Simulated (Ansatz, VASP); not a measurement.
# Te2Mo: VASP beside Ansatz

INCAR

```
SYSTEM = Te2Mo
ALGO = Normal
EDIFF = 1E-7
EDIFFG = -0.01
ENCUT = 600
GGA = PE
IBRION = 2
ISIF = 4
ISMEAR = 0
IVDW = 12
LASPH = .TRUE.
LCHARG = .FALSE.
LREAL = .FALSE.
LWAVE = .FALSE.
NELM = 100
NSW = 60
PREC = Accurate
SIGMA = 0.05
```

The input KPOINTS:

```
k-points
0
G
  10 10 2
  0 0 0
```

POSCAR

```
Te2Mo
1.0
    3.5182000000      0.0000000000      0.0000000000
   -1.7591000000      3.0468505756      0.0000000000
    0.0000000000      0.0000000000     13.9736000000
Te Mo
4 2
Direct
    0.3333333333      0.6666666667      0.6210000000
    0.6666666667      0.3333333333      0.1210000000
    0.3333333333      0.6666666667      0.8790000000
    0.6666666667      0.3333333333      0.3790000000
    0.3333333333      0.6666666667      0.2500000000
    0.6666666667      0.3333333333      0.7500000000
```

Input for Ansatz:

```yaml
crystal:
  lattice:
    - [3.5182, 0.0, 0.0]
    - [-1.7591, 3.0468505756, 0.0]
    - [0.0, 0.0, 13.9736]
  atoms:
    - { symbol: Te, position: [0.3333333333, 0.6666666667, 0.621] }
    - { symbol: Te, position: [0.6666666667, 0.3333333333, 0.121] }
    - { symbol: Te, position: [0.3333333333, 0.6666666667, 0.879] }
    - { symbol: Te, position: [0.6666666667, 0.3333333333, 0.379] }
    - { symbol: Mo, position: [0.3333333333, 0.6666666667, 0.25] }
    - { symbol: Mo, position: [0.6666666667, 0.3333333333, 0.75] }
basis:
  ecutwfc: 420
  ecutrho_ratio: 4
kpoints:
  mp_grid: { grid: [10, 10, 2] }
hamiltonian:
  xc: pbe
  dispersion: d3bj
scf:
  occupations: { method: gaussian, width: 0.05 }
output:
  forces: true
  stress: true
  eigenvalues: true
relax:
  f_tol: 0.01
  max_steps: 40
  cell: { stress_tol: 0.1, fix: [volume] }
```

Alike in both runs: task relaxation of shape and atoms at fixed volume; functional PBE; dispersion D3(BJ); k mesh 10 × 10 × 2; occupations gaussian, width 0.05 eV; no spin polarisation.

|  | VASP | Ansatz |
| --- | --- | --- |
| version | VASP 6.6.1 | Ansatz 0.2.0 |
| potentials or method | VASP PAW PBE potentials, release 64 (Te, Mo_sv) | scalar-relativistic, plane waves, PAW |
| plane-wave cutoff (eV) | 600 | 420 |
| valence electrons in the cell | 52 | 92 |

|  | VASP | Ansatz | Ansatz less VASP |
| --- | --- | --- | --- |
| gap on the k mesh at the Fermi level, each at its own relaxed structure (eV) | 0.69 | 0.70 | +0.005 |
| relaxed volume (Å³/atom) | 24.96 | 24.96 | 0.000 |
| relaxed cell length with the largest relative difference (Å) | 13.965 | 13.963 | -0.0020 |

The two sets of potentials don't hold the same shells in valence.

Caveats: spin-orbit coupling is left out, which moves the levels of the heavy elements. As with any semilocal functional, this PBE gap is likely too small. A k mesh can miss the band edges.
